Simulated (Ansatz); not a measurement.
**MoSe2: equation of state with RPBE+D3(BJ)**

Crystal: MoSe2.

```
CELL_PARAMETERS angstrom
3.28800 0.00000 0.00000
-1.64400 2.84749 0.00000
0.00000 0.00000 12.90000
ATOMIC_POSITIONS crystal
Mo 0.66667 0.33333 0.75000
Mo 0.33333 0.66667 0.25000
Se 0.66667 0.33333 0.37500
Se 0.33333 0.66667 0.87500
Se 0.66667 0.33333 0.12500
Se 0.33333 0.66667 0.62500
```

```json
{
  "Program": "Ansatz 0.2.0",
  "Task": "equation of state",
  "Functional": "RPBE",
  "Dispersion": "D3(BJ)",
  "Potentials or basis": "Ansatz PAW",
  "Cutoff": "420 eV",
  "Density cutoff": "1680 eV",
  "k mesh": "9 × 9 × 2",
  "Occupations": "fermi-dirac, width 0.05 eV",
  "Spin": "no spin polarisation"
}
```

```json
{"Equilibrium volume": "18.64 Å³/atom (rough: see the caveat)", "Bulk modulus at fixed shape and positions": "164 GPa (rough)"}
```

Energy against volume, from the lowest point:
| volume (Å³/atom) | energy (meV/atom) |
| --- | --- |
| 18.922 | 0.00 |
| 19.324 | 9.99 |
| 19.727 | 27.29 |
| 20.129 | 51.08 |
| 20.532 | 80.66 |
| 20.935 | 115.36 |
| 21.337 | 154.61 |

All runs of the series together: 35 s on 2 threads of Arm Neoverse V1, on a shared host.

Caveat: the potentials were made for another functional, which shifts forces and pressure; the minimum lies outside the volumes run; the cell was scaled at fixed shape and fractional positions, which overstates the stiffness of a crystal with free parameters, most of all of layers and chains.
